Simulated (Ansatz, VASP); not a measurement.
**One calculation of Ge2Sb2Te5, two programs**

```
CELL_PARAMETERS angstrom
4.29371 0.00000 0.00000
-2.14686 3.71847 0.00000
0.00000 0.00000 17.63424
ATOMIC_POSITIONS crystal
Ge 0.33333 0.66667 0.90178
Ge 0.66667 0.33333 0.09822
Sb 0.00000 0.00000 0.69056
Sb 0.00000 0.00000 0.30944
Te 0.00000 0.00000 0.00000
Te 0.66667 0.33333 0.80589
Te 0.33333 0.66667 0.19411
Te 0.33333 0.66667 0.59356
Te 0.66667 0.33333 0.40644
```

Alike in both runs: functional PBE; k mesh 9 × 9 × 2; occupations gaussian, width 0.01 eV; no spin polarisation.

Ansatz relaxed the structure, and its values are those at the end. VASP's run is a single point on that final structure, the one shown.

```csv
,VASP,Ansatz
version,VASP 6.6.1,Ansatz 0.2.0
potentials or method,"VASP PAW PBE potentials, release 64 (Ge_d, Sb, Te)","scalar-relativistic, plane waves, PAW"
plane-wave cutoff (eV),520,420
valence electrons in the cell,68,138
```

|  | VASP | Ansatz | Ansatz less VASP |
| --- | --- | --- | --- |
| gap on the k mesh at the Fermi level (eV) | 0.58 | 0.57 | -0.001 |
| least direct gap on the mesh (eV) | 0.58 | 0.57 | -0.001 |
| pressure (GPa) | 0.0 | 0.0 | +0.03 |
| rms of the force components (eV/Å) | 0.007 | 0.000 | -0.0070 |

The two sets of potentials don't hold the same shells in valence.

Caveats: spin-orbit coupling is left out, which moves the levels of the heavy elements; an odd mesh through Γ misses points on the zone boundary, where band edges often lie; this functional lacks dispersion, which binds the layers, so the pressure and a relaxed spacing across them are unreliable.
